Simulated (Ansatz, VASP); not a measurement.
# Cross-check of In7GaAs8 (random alloy of the zinc-blende GaAs-InAs line, x = 0.875) between VASP and Ansatz, part 2 of 2

Aim: how closely do two programs agree when they are given the same cell, functional and k mesh? Of the first pair: The structure shown is the start of the Ansatz relaxation below; VASP solves that cell, so the two are compared at the walk's first step.

VASP 6.6.1 and Ansatz 0.2.0.

So far: The structure; Ansatz: relaxation, PBE.

**3. VASP: single point, PBE, start cell, pair 1**

Level of this step: PBE; plane waves and PAW (In_d, As, Ga_d) (VASP).

The same cell, functional, mesh and smearing now go to VASP, with its own data sets.

Lines of VASP's logs that name or quote its potential files are left out, and so is its time.

Contents of INCAR:

```
SYSTEM = In7GaAs8
PREC = Accurate
ENCUT = 400
EDIFF = 1E-06
NELM = 120
ISMEAR = -1
SIGMA = 0.025
LREAL = Auto
ALGO = Normal
GGA = PE
NBANDS = 336
LORBIT = 11
LWAVE = .FALSE.
LCHARG = .FALSE.
ISIF = 2
LASPH = .TRUE.
GGA_COMPAT = .FALSE.
NCORE = 2
```

Contents of POSCAR:

```
In7GaAs8
1.0
   12.2700000000      0.0000000000      0.0000000000
    0.0000000000     12.2700000000      0.0000000000
    0.0000000000      0.0000000000     12.2700000000
In As Ga
28 32 4
Direct
    0.9993235534      0.9999103504      0.9965199674
    0.0008231459      0.2479706601      0.2482803586
    0.2487775061      0.2500081500      0.9985737571
    0.9994539527      0.9996169519      0.4989568052
    0.9995599022      0.2536430318      0.7460309698
    0.2508231459      0.9986226569      0.7500000000
    0.2469600652      0.2528198859      0.5023879381
    0.9986471068      0.5001385493      0.0016299919
    0.0007090465      0.7520782396      0.2489731051
    0.2493235534      0.4997799511      0.2499429503
    0.2488997555      0.7476528117      0.0008475958
    0.9993806031      0.5001140994      0.4982070090
    0.0011328443      0.7466911165      0.7496903015
    0.2493398533      0.4977424613      0.7522330888
    0.2506193969      0.7509209454      0.5003259984
    0.4981499593      0.2507090465      0.2495028525
    0.7488264059      0.9990464548      0.2494702526
    0.7495517522      0.2491605542      0.9988590057
    0.4983374083      0.0007008965      0.4994702526
    0.5012306438      0.2483781581      0.7518092910
    0.7508068460      0.2502118989      0.4976935615
    0.5053463733      0.5015810921      0.0029176854
    0.5009779951      0.7500081500      0.2496332518
    0.7518174409      0.4995517522      0.2528361858
    0.5066992665      0.5013365933      0.5025020375
    0.4994132029      0.7485737571      0.7506519967
    0.7521760391      0.5004889976      0.7492583537
    0.7476283619      0.7494539527      0.5005867971
    0.1276691117      0.1220782396      0.1236267319
    0.1235207824      0.3759005705      0.3787367563
    0.3740260799      0.1249714751      0.3769193154
    0.3747514262      0.3754197229      0.1233903830
    0.1230562347      0.1226813366      0.6247514262
    0.1251833741      0.3755990220      0.8772208639
    0.3758761206      0.1244906275      0.8762591687
    0.3744498778      0.3759983700      0.6250774246
    0.1243765281      0.6243928280      0.1248818256
    0.1258272209      0.8753463733      0.3719722901
    0.3755338223      0.6216707416      0.3750774246
    0.3762021190      0.8739364303      0.1263732681
    0.1275794621      0.6206682967      0.6248492258
    0.1248736756      0.8763406683      0.8770334148
    0.3769926650      0.6242461288      0.8755664222
    0.3772860636      0.8721678892      0.6266992665
    0.6211817441      0.1268867156      0.1256316218
    0.6292094540      0.3779869601      0.3757212714
    0.8740912795      0.1235289324      0.3740423798
    0.8734881826      0.3791605542      0.1225998370
    0.6256886716      0.1262999185      0.6270578647
    0.6221189894      0.3748084760      0.8741890791
    0.8766585167      0.1225835371      0.8763814181
    0.8745884271      0.3724775876      0.6216136919
    0.6243031785      0.6261287694      0.1261369193
    0.6216299919      0.8759902200      0.3756886716
    0.8742705786      0.6229502852      0.3765281174
    0.8762265689      0.8753871231      0.1258109209
    0.6217603912      0.6255990220      0.6262591687
    0.6244906275      0.8740260799      0.8768704156
    0.8758435208      0.6263488183      0.8760309698
    0.8760065200      0.8765688672      0.6262428688
    0.2500733496      0.9981825591      0.2508801956
    0.5006193969      0.9996495518      0.0019070905
    0.7482722086      0.0009616952      0.7496984515
    0.7492420538      0.7479462103      0.0002037490
```

Contents of KPOINTS:

```
Automatic mesh
0
Gamma
1 1 1
0 0 0
```

Potentials, in the order of the species: In_d, As and Ga_d (PBE family, release 64).

Command:

```bash
$ mpirun -np 8 vasp_gam
```

Numbers of over 12 decimals in the logs are rounded to 6 here.

The program printed:

```text
[banner, memory and clock lines left out]
running    8 mpi-ranks, on    1 nodes
[...]
LDA part: xc-table for (Slater+PW92), standard interpolation
 POSCAR, INCAR and KPOINTS ok, starting setup
[...]
entering main loop
       N       E                     dE             d eps       ncg     rms          rms(c)
DAV:   1     0.827708937647E+04    0.82771E+04   -0.21485E+05   696   0.190E+03
DAV:   2     0.174559143196E+04   -0.65315E+04   -0.63931E+04   672   0.569E+02
DAV:   3     0.140756971933E+02   -0.17315E+04   -0.16332E+04   776   0.254E+02
DAV:   4    -0.233693974714E+03   -0.24777E+03   -0.23208E+03   816   0.916E+01
[...]
DAV:  15    -0.243436568877E+03   -0.11034E-04   -0.33008E-05   864   0.261E-02    0.113E-02
DAV:  16    -0.243436566925E+03    0.19516E-05   -0.90464E-06   680   0.162E-02    0.418E-03
DAV:  17    -0.243436567373E+03   -0.44783E-06   -0.87131E-07   408   0.736E-03
   1 F= -.24343657E+03 E0= -.24338957E+03  d E =-.939850E-01
```

From OUTCAR (step 3):

```text
  Total       11.8299797     11.7937525     11.9610351     -1.4575055      0.7111221      0.3778186
  in kB       10.2603197     10.2288993     10.3739860     -1.2641165      0.6167669      0.3276878
  external PRESSURE =      10.2877350 kB  Pullay stress =       0.0000000 kB

 POSITION                                       TOTAL-FORCE (eV/Angst)
 -----------------------------------------------------------------------------------
     12.26170     12.26890     12.22730         0.095417     -0.086527      0.410275
      0.01010      3.04260      3.04640        -0.016255      0.164471     -0.065841
      3.05250      3.06760     12.25250         0.182740     -0.098612      0.112078
     12.26330     12.26530      6.12220         0.020504     -0.081493     -0.098939
     12.26460      3.11220      9.15380         0.087129     -0.328690      0.380113
      3.07760     12.25310      9.20250         0.045081      0.046329      0.020149
      3.03020      3.10210      6.16430         0.195217     -0.279078     -0.007214
     12.25340      6.13670      0.02000         0.141744      0.115597     -0.192715
      0.00870      9.22800      3.05490        -0.116787     -0.291094      0.095176
      3.05920      6.13230      3.06680         0.015123     -0.122167      0.025654
      3.05400      9.17370      0.01040         0.200750      0.172876     -0.083278
     12.26240      6.13640      6.11300        -0.017700      0.047851      0.263681
      0.01390      9.16190      9.19870         0.138293      0.246914     -0.081459
      3.05940      6.10730      9.22990         0.239703      0.080251      0.016327
[...]
-----------------------------------------------------------------------------------
    total drift:                                0.013859     -0.020569     -0.101632

  FREE ENERGIE OF THE ION-ELECTRON SYSTEM (eV)
  ---------------------------------------------------
  free  energy   TOTEN  =      -243.4365673730 eV

  energy  without entropy=     -243.3425824147  energy(sigma->0) =     -243.38957489

[... 2 further parts left out ...]
```

The run ends at a pressure of 1.03 GPa, with forces up to 1.1 eV/Å.

**4. Side by side**

Known differences besides the potentials themselves: the data sets hold 896 valence electrons in Ansatz (on its default PAW (the set named soft_2) files) and 576 in VASP; the cutoff is 420 eV in Ansatz and 400 eV in VASP (PREC = Accurate, projectors in real space). Total energies have different zeros and are not compared.

Forces on 10 of the 64 atoms, those with the largest forces and the largest differences (eV/Å; atoms numbered as in POSCAR):

| atom | Ansatz x, y, z | VASP x, y, z |
| --- | --- | --- |
| As31 | -0.630, -0.251, -0.512 | -0.621, -0.251, -0.518 |
| As36 | 0.271, -0.086, 0.069 | 0.279, -0.099, 0.070 |
| As40 | -0.183, 0.986, -0.111 | -0.192, 0.994, -0.116 |
| As42 | 0.079, -0.349, -0.252 | 0.082, -0.363, -0.258 |
| As45 | -0.135, -0.632, -0.490 | -0.135, -0.632, -0.485 |
| As47 | 0.046, 0.072, -0.067 | 0.056, 0.081, -0.059 |
| As51 | -0.669, 0.009, -0.841 | -0.672, 0.016, -0.842 |
| As53 | 0.906, 0.411, -0.271 | 0.916, 0.402, -0.275 |
| As56 | -0.644, -0.472, -0.629 | -0.653, -0.475, -0.635 |
| As58 | 0.510, 0.507, 0.400 | 0.514, 0.515, 0.394 |

The forces differ by 4.7 meV/Å r.m.s., which is 1.6 % of the r.m.s. force of 0.285 eV/Å (both taken over all components).

**5. Ansatz: relaxation, PBE**

This run makes the geometry at which the two programs are then compared. The cell compared in this pair holds 1873.49 Å³, against 1847.28 Å³ for the pair before.

The structure compared here is the end of the Ansatz relaxation.

This is the run of step 2 again, met here at its other cell.

**6. VASP: single point, PBE, relaxed cell, pair 2**

The same cell, functional, mesh and smearing now go to VASP, with its own data sets.

INCAR: that of step 3 with these lines changed.

```diff
@@ -2,3 +2,3 @@
 PREC = Accurate
-ENCUT = 400
+ENCUT = 500
 EDIFF = 1E-06
```

Contents of POSCAR:

```
In7GaAs8
1.0
   12.3198860000     -0.0094850000      0.0092600000
   -0.0094850000     12.3474710000      0.0114490000
    0.0092600000      0.0114490000     12.3159590000
In As Ga
28 32 4
Direct
    0.9980800000      0.9978600000      0.9999000000
    0.0022700000      0.2468300000      0.2491900000
    0.2518600000      0.2455400000      0.0021100000
    0.0004200000      0.9995100000      0.4996600000
    0.9981200000      0.2482000000      0.7507100000
    0.2532700000      0.9999000000      0.7523100000
    0.2503800000      0.2472800000      0.4982200000
    0.9974700000      0.5014200000      0.0002100000
    0.0004500000      0.7524400000      0.2482400000
    0.2504700000      0.5000800000      0.2499700000
    0.2527100000      0.7540300000      0.0024000000
    0.9998300000      0.5011800000      0.5003800000
    0.9955200000      0.7518300000      0.7517700000
    0.2496600000      0.4992000000      0.7503600000
    0.2495000000      0.7520300000      0.4969700000
    0.4978700000      0.2463900000      0.2483000000
    0.7478800000      0.9977900000      0.2456600000
    0.7482800000      0.2456100000      0.9981400000
    0.5003000000      0.0004400000      0.5006300000
    0.5024000000      0.2447400000      0.7517800000
    0.7495700000      0.2472500000      0.5016900000
    0.5028500000      0.5036200000      0.0001300000
    0.5001600000      0.7538400000      0.2455900000
    0.7502500000      0.5018700000      0.2480800000
    0.5002900000      0.4987100000      0.4998600000
    0.5044200000      0.7545800000      0.7547800000
    0.7503200000      0.5027300000      0.7524900000
    0.7505000000      0.7527600000      0.5034400000
    0.1296800000      0.1162000000      0.1299500000
    0.1244000000      0.3746600000      0.3754900000
    0.3694300000      0.1175600000      0.3696100000
    0.3762200000      0.3762200000      0.1241800000
    0.1258000000      0.1240700000      0.6269800000
    0.1242100000      0.3725600000      0.8772800000
    0.3828300000      0.1169800000      0.8828400000
    0.3757800000      0.3712000000      0.6261900000
    0.1256500000      0.6256300000      0.1247500000
    0.1308200000      0.8819000000      0.3669400000
    0.3767500000      0.6259300000      0.3735400000
    0.3763600000      0.8874700000      0.1241800000
    0.1237900000      0.6274500000      0.6259800000
    0.1250800000      0.8743900000      0.8750000000
    0.3750600000      0.6268400000      0.8754400000
    0.3757400000      0.8736700000      0.6258900000
    0.6179800000      0.1184800000      0.1191600000
    0.6245700000      0.3724900000      0.3736600000
    0.8733600000      0.1227600000      0.3731700000
    0.8743100000      0.3711900000      0.1246800000
    0.6312700000      0.1162200000      0.6322300000
    0.6245700000      0.3747100000      0.8753700000
    0.8693600000      0.1176900000      0.8699000000
    0.8740200000      0.3757500000      0.6261900000
    0.6313700000      0.6337400000      0.1184800000
    0.6246200000      0.8745600000      0.3756500000
    0.8749600000      0.6276100000      0.3759800000
    0.8685100000      0.8682800000      0.1187800000
    0.6236500000      0.6254900000      0.6262900000
    0.6297100000      0.8812600000      0.8826600000
    0.8671600000      0.6326700000      0.8828700000
    0.8685700000      0.8826900000      0.6323700000
    0.2526900000      0.9998600000      0.2472700000
    0.5027600000      0.9977500000      0.0006900000
    0.7479600000      0.9975800000      0.7550800000
    0.7475800000      0.7550900000      0.9980200000
```

KPOINTS is that of step 3.

Command:

```bash
$ mpirun -np 8 vasp_gam
```

The program printed:

```text
[... set-up lines as in an earlier step ...]
 entering main loop
       N       E                     dE             d eps       ncg     rms          rms(c)
DAV:   1     0.902348699039E+04    0.90235E+04   -0.24355E+05   696   0.218E+03
DAV:   2     0.201367137140E+04   -0.70098E+04   -0.68585E+04   672   0.649E+02
DAV:   3     0.623585986439E+02   -0.19513E+04   -0.18433E+04   776   0.276E+02
DAV:   4    -0.229125136602E+03   -0.29148E+03   -0.27429E+03   800   0.102E+02
[...]
DAV:  14    -0.244646133095E+03   -0.30117E-04   -0.90661E-05   760   0.317E-02    0.217E-02
DAV:  15    -0.244646139718E+03   -0.66226E-05   -0.27845E-05   896   0.162E-02    0.107E-02
DAV:  16    -0.244646139942E+03   -0.22422E-06   -0.58660E-06   584   0.743E-03
   1 F= -.24464614E+03 E0= -.24460076E+03  d E =-.907586E-01
```

OUTCAR, selected parts (step 6):

```text
  Total        0.5657485      0.9167639      0.5851028      0.0467728      0.0137864      0.1034685
  in kB        0.4838179      0.7840000      0.5003694      0.0399992      0.0117899      0.0884844
  external PRESSURE =       0.5893957 kB  Pullay stress =       0.0000000 kB

 POSITION                                       TOTAL-FORCE (eV/Angst)
 -----------------------------------------------------------------------------------
     12.29603     12.32303     12.33539         0.007065     -0.005900     -0.003498
      0.02793      3.05056      3.07186         0.002407      0.009389      0.017729
      3.10058      3.02943      0.03113         0.015988      0.011440      0.002301
      0.00032     12.34714      6.16524         0.025074     -0.000158     -0.008550
     12.30132      3.06377      9.25780         0.010519      0.018972      0.010076
      3.11774     12.35245      9.27921         0.003215      0.005887      0.000718
      3.08692      3.05661      6.14121         0.018005      0.024288      0.006013
     12.28396      6.18181      0.01756         0.007271     -0.002244      0.003501
      0.00071      9.29357      3.06593         0.013778      0.004865      0.004839
      3.08333      6.17521      3.08667         0.022093      0.018688      0.004354
      3.10623      9.30799      0.04053         0.009434      0.003390     -0.006995
     12.31767      6.18455      6.17766         0.009851      0.025736      0.014754
     12.26452      9.28236      9.27659         0.003912      0.007106     -0.001751
      3.07800      6.17008      9.24943         0.006688      0.008340     -0.006055
[...]
-----------------------------------------------------------------------------------
    total drift:                               -0.000685     -0.031801      0.030988

  FREE ENERGIE OF THE ION-ELECTRON SYSTEM (eV)
  ---------------------------------------------------
  free  energy   TOTEN  =      -244.6461399421 eV

  energy  without entropy=     -244.5553813020  energy(sigma->0) =     -244.60076062

[... 1 part as in an earlier step ...]

[... 1 further part left out ...]
```

The run ends at a pressure of 0.06 GPa, with forces up to 0.053 eV/Å.

**7. Comparison**

What differs besides the data sets and the points named for the pairs above, as far as they apply: the data sets hold 896 valence electrons in Ansatz (on its default PAW (the set named soft_2) files) and 576 in VASP; the cutoff is 420 eV in Ansatz and 500 eV in VASP (PREC = Accurate, projectors in real space). Total energies have different zeros and are not compared.

Compared:

```csv
quantity,Ansatz,VASP,difference
pressure (GPa),0.00,0.06,-0.06
```

The largest component of a force difference here is 12 meV/Å.

**8. Summary of results**

- r.m.s. force difference (single point, PBE, start cell, pair 1): 1.6 % of the r.m.s. force
- difference in pressure (single point, PBE, relaxed cell, pair 2): -0.058 GPa

In words: The r.m.s. force difference is 1.6 % of the r.m.s. force (single point, PBE, start cell, pair 1), within the 3 % picked in this series as the mark of a large difference. The data sets hold unlike numbers of valence electrons (896 in Ansatz and 576 in VASP), so part of the differences may come from the potentials. Such differences can come from data sets, numerical settings and the points named under the comparisons, not from the functional's error against experiment.

[Lines on the potential files, build, host, timing and source positions are cut from VASP's logs without a mark.]

[Logs are printed without paths, hosts, clocks, repeated set-up lines and the standing remarks that a program may print on its own settings, such as how far it seeks lower states.]

[Hosts, paths, dates, database ids (printed as entryN), source tags and the programs' standing remarks are cut or masked in the printed files.]
